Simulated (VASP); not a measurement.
Wanted: the native input for a VASP 6.6.1 run.

- Task: band structure
- Functional: RPBE
- Potentials or basis: VASP PAW PBE potentials, release 64 (Hf_pv, O)
- Cutoff: 520 eV
- k mesh: 6 × 6 × 8
- Occupations: fermi-dirac, width 0.05 eV
- Spin: no spin polarisation
- Further INCAR settings: ALGO = Normal; EDIFF = 1e-06

Crystal: HfO2.

```
Hf O
1.0
     4.81353    0.00000    0.00000
     0.00000    4.81353    0.00000
     0.00000    0.00000    3.20542
Hf O
2 4
Direct
  0.50000 0.50000 0.50000
  0.00000 0.00000 0.00000
  0.80504 0.19496 0.50000
  0.69496 0.69496 0.00000
  0.30504 0.30504 0.00000
  0.19496 0.80504 0.50000
```

Measurements of this composition are mostly on another form, of space group No. 14.

The input as run:

POSCAR

```
HfO2
1.0
    4.8135329900      0.0000000000      0.0000000000
    0.0000000000      4.8135329900      0.0000000000
    0.0000000000      0.0000000000      3.2054154100
Hf O
2 4
Direct
    0.5000000000      0.5000000000      0.5000000000
    0.0000000000      0.0000000000      0.0000000000
    0.8050448800      0.1949551200      0.5000000000
    0.6949551200      0.6949551200      0.0000000000
    0.3050448800      0.3050448800      0.0000000000
    0.1949551200      0.8050448800      0.5000000000
```

INCAR.step1

```
SYSTEM = HfO2
PREC = Accurate
ENCUT = 520
EDIFF = 1E-6
ISMEAR = -1
SIGMA = 0.05
LREAL = .FALSE.
LASPH = .TRUE.
NELM = 100
ALGO = Normal
ISIF = 2
LWAVE = .FALSE.
LCHARG = .TRUE.
LMAXMIX = 4
GGA = RP
```

KPOINTS.step1

```
Automatic mesh
0
G
  6 6 8
  0 0 0
```

INCAR.step2

```
SYSTEM = HfO2
PREC = Accurate
ENCUT = 520
EDIFF = 1E-6
ISMEAR = 0
SIGMA = 0.05
LREAL = .FALSE.
LASPH = .TRUE.
NELM = 100
ALGO = Normal
ISIF = 2
LWAVE = .FALSE.
LCHARG = .FALSE.
LMAXMIX = 4
GGA = RP
ICHARG = 11
```

KPOINTS.step2

```
path GXMGZRAZ,XR,MA
10
line-mode
reciprocal
 0.0000000000  0.0000000000  0.0000000000  G
 0.0000000000  0.5000000000  0.0000000000  X

 0.0000000000  0.5000000000  0.0000000000  X
 0.5000000000  0.5000000000  0.0000000000  M

 0.5000000000  0.5000000000  0.0000000000  M
 0.0000000000  0.0000000000  0.0000000000  G

 0.0000000000  0.0000000000  0.0000000000  G
 0.0000000000  0.0000000000  0.5000000000  Z

 0.0000000000  0.0000000000  0.5000000000  Z
 0.0000000000  0.5000000000  0.5000000000  R

 0.0000000000  0.5000000000  0.5000000000  R
 0.5000000000  0.5000000000  0.5000000000  A

 0.5000000000  0.5000000000  0.5000000000  A
 0.0000000000  0.0000000000  0.5000000000  Z

 0.0000000000  0.5000000000  0.0000000000  X
 0.0000000000  0.5000000000  0.5000000000  R

 0.5000000000  0.5000000000  0.0000000000  M
 0.5000000000  0.5000000000  0.5000000000  A
```

Potentials or basis: VASP PAW PBE potentials, release 64 (Hf_pv, O).

The run is started by

```sh
$ cat potpaw_PBE.64/Hf_pv/POTCAR potpaw_PBE.64/O/POTCAR > POTCAR
$ cp INCAR.step1 INCAR
$ cp KPOINTS.step1 KPOINTS
$ mpirun -np 1 vasp_std > vasp.out
$ cp INCAR.step2 INCAR
$ cp KPOINTS.step2 KPOINTS
$ mpirun -np 1 vasp_std > vasp.out
```

Results of the run:

* Band gap on the k mesh: 4.08 eV, direct
* Band gap along the path: 4.08 eV, direct

Caveat: the log is that of the step along the path at fixed density, whose energy, stress, charges and moments have no meaning; spin-orbit coupling is left out, which moves the levels of the heavy elements.

Wall time 66 s on 1 thread of AMD EPYC 9R45 96-Core Processor (Zen 5), on a shared host, peak memory 0.24 GiB.
